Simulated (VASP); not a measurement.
# CoPdO₂: kinetic-energy density

CoPdO₂, R-3m (no. 166), 4 atoms in the cell. PBE; PAW potentials Pd, Co, O (PBE set).

## Input

INCAR:
```
ALGO = Normal
EDIFF = 1E-7
ENCUT = 520
ISIF = 2
ISMEAR = 0
ISPIN = 2
LASPH = T
LCHARG = T
LMAXMIX = 4
LORBIT = 11
LREAL = F
LTAU = T
LWAVE = F
MAGMOM = 0 2 0 0
NELM = 100
PREC = Accurate
SIGMA = 0.02
```

KPOINTS:
```
k-points
0
Gamma
  9 9 9
```

POSCAR:
```
CoPdO2
1.0
    1.4316899074      0.8265865534      5.9577715763
   -1.4316899074      0.8265865534      5.9577715763
    0.0000000000     -1.6531731068      5.9577715763
Pd Co O
1 1 2
Direct
    0.0000000000      0.0000000000      0.0000000000
    0.5000000000      0.5000000000      0.5000000000
    0.1124760000      0.1124760000      0.1124760000
    0.8875240000      0.8875240000      0.8875240000
```

Commands:
```
cat potpaw_PBE.64/Pd/POTCAR potpaw_PBE.64/Co/POTCAR potpaw_PBE.64/O/POTCAR > POTCAR
mpirun -np 1 vasp_std > vasp.out
```

## Result

- Kinetic energy of the pseudo orbitals (eV): 355.48

VASP 6.6.1 took 687 s on 1 core (Intel Xeon Platinum 8488C (Sapphire Rapids)), a shared host.
